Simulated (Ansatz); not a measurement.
# Ti2C: computed properties

Theory: DFT PBEsol, scalar-relativistic, plane waves, PAW (Ansatz 0.2.0).

Settings: cutoff 420 eV, Γ-centred mesh 8×8×8 on the computed 12-atom cell, Gaussian smearing of 0.10 eV; no spin polarisation.

The structure is relaxed at this level of theory with its symmetry kept. Whether it is the stable form of this composition wasn't checked.

```cif
data_structure
_symmetry_space_group_name_H-M 'Fd-3m:1'
_symmetry_Int_Tables_number 227
_cell_length_a 8.5491
_cell_length_b 8.5491
_cell_length_c 8.5491
_cell_angle_alpha 90.000
_cell_angle_beta 90.000
_cell_angle_gamma 90.000
_cell_volume 624.84
loop_
_atom_site_label
_atom_site_type_symbol
_atom_site_symmetry_multiplicity
_atom_site_Wyckoff_symbol
_atom_site_fract_x
_atom_site_fract_y
_atom_site_fract_z
_atom_site_occupancy
Ti1 Ti 32 e 0.88091 0.11909 0.11909 1
C1 C 16 c 0.12500 0.12500 0.12500 1
```

| Quantity | Value |
| --- | --- |
| Space group | Fd-3m (No. 227) |
| Volume per atom | 13.02 Å³ |
| Formation energy from the elements' standard states (uncorrected) | -0.718 eV/atom |
| Kohn–Sham band gap | none (metal) |
| Density of states at the Fermi level | 5.49 states/eV per cell |
| Löwdin character within 0.5 eV of the Fermi level | Ti 3d 91 % |
| Bulk modulus | 150 GPa |
| Its pressure derivative | 4.2 |